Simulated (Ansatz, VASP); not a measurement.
# One calculation of C, two programs

```
C
1.0
    -0.00050    0.00039    3.23167
     3.42178    0.00015   -0.00054
     0.00031    6.84350    0.00083
C
10
Direct
  0.62720 0.00000 0.14078
  0.62722 0.00002 0.64077
  0.37281 0.28153 0.00001
  0.37281 0.28156 0.50000
  0.37270 0.71842 0.00001
  0.37271 0.71844 0.50001
  0.62730 0.00003 0.35922
  0.62727 0.00001 0.85921
  0.99999 0.99999 0.00000
  0.00001 0.00001 0.49999
```

Change from the starting cell: cell x2, atoms moved at random (sigma 0.1 Å) and cell strained at random (1.5 %), then relaxed without symmetry.

Alike in both runs: functional PBE; k mesh 4 × 4 × 2; occupations gaussian, width 0.1 eV; no spin polarisation.

Ansatz relaxed the structure, and its values are those at the end. VASP's run is a single point on that final structure, the one shown.

```csv
,VASP,Ansatz
version,VASP 6.6.1,Ansatz 0.2.0
potentials or method,"VASP PAW PBE potentials, release 64 (C)","scalar-relativistic, plane waves, PAW"
plane-wave cutoff (eV),520,420
valence electrons in the cell,40,40
```

|  | VASP | Ansatz | Ansatz less VASP |
| --- | --- | --- | --- |
| gap on the k mesh at the Fermi level (eV) | 1.82 | 1.83 | +0.011 |
| least direct gap on the mesh (eV) | 2.10 | 2.11 | +0.009 |
| pressure (GPa) | 0.5 | 0.0 | -0.49 |
| rms of the force components (eV/Å) | 0.021 | 0.002 | -0.0197 |

Caveats: the k mesh is coarse (spacing up to 0.49 Å⁻¹), so the values aren't converged.
